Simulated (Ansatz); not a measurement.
The system is CdS (Hawleyite).

```
Cd S
1.0
     0.00000    2.91650    2.91650
     2.91650    0.00000    2.91650
     2.91650    2.91650    0.00000
Cd S
1 1
Direct
  0.00000 0.00000 0.00000
  0.75000 0.75000 0.75000
```

| Item | Value |
| --- | --- |
| Program | Ansatz 0.2.0 |
| Task | relaxation of cell and atoms |
| Functional | RPBE |
| Potentials or basis | Ansatz PAW |
| Cutoff | 420 eV (not typed: the program's choice for these potentials) |
| k mesh | 8 × 8 × 8 |
| Occupations | fermi-dirac, width 0.05 eV |
| Spin | no spin polarisation |

At the start: volume 24.81 Å³/atom.

Problem. How do energy, volume and symmetry change on relaxing?

Solution. It ends after 5 steps and the volume is 27.11 Å³/atom (+9.3 %); space group F-43m (No. 216, to 0.05 Å).

The path:
| step | energy change (eV) | largest force (eV/Å) | volume (Å³) |
| --- | --- | --- | --- |
| 1 | 0.0000 | 0.0000 | 49.62 |
| 2 | -0.0657 | 0.0000 | 53.77 |
| 3 | -0.0661 | 0.0000 | 54.15 |
| 4 | -0.0661 | 0.0000 | 54.21 |
| 5 | -0.0671 | 0.0000 | 54.21 |

Final structure:
```
Cd S
1.0
     0.00000    3.00391    3.00391
     3.00391    0.00000    3.00391
     3.00391    3.00391    0.00000
Cd S
1 1
Direct
  0.00000 0.00000 0.00000
  0.75000 0.75000 0.75000
```

Caveat: the plane-wave basis is chosen anew once the cell has moved, so the energies of steps on either side of that aren't comparable; the PAW data sets come from PBE, with cores solved anew for the run's functional, which leaves a small shift of forces and pressure.
